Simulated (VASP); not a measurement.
H2: single point with HSE06

H2, in a box:

```
H
1.0
     9.00000    0.00000    0.00000
     0.00000    9.60000    0.00000
     0.00000    0.00000   10.20000
H
2
Direct
  0.50000 0.50000 0.53676
  0.50000 0.50000 0.46324
```

* Program: VASP 6.6.1
* Task: single point
* Functional: HSE06
* Potentials or basis: VASP PAW PBE potentials, release 64 (H)
* Cutoff: 520 eV
* k mesh: 1 × 1 × 1
* Occupations: gaussian, width 0.01 eV
* Spin: no spin polarisation
* Grid for exact exchange (PRECFOCK): Fast
* Screening parameter: 0.2 1/A
* Further INCAR settings: ALGO = Normal; EDIFF = 1e-07; NBANDS = 8

| Property | Result |
| --- | --- |
| Largest force | 0.192 eV/Å |
| Gap between the frontier levels | 11.37 eV |

Forces on the atoms (eV/Å):
```
H    0.000  0.000 -0.192
H    0.000  0.000  0.192
```

Levels at points of the mesh, in eV from the valence-band top:
```
           k point  band 1  band 2  band 3  band 4
(0.00, 0.00, 0.00)    0.00   11.37   12.10   12.63
```

Wall time 100 s on 1 thread of Intel(R) Xeon(R) 6975P-C (Granite Rapids), with other jobs on the host, peak memory 0.8 GiB.

Caveat: the PAW data sets were made with another functional, which shifts forces and pressure a little.
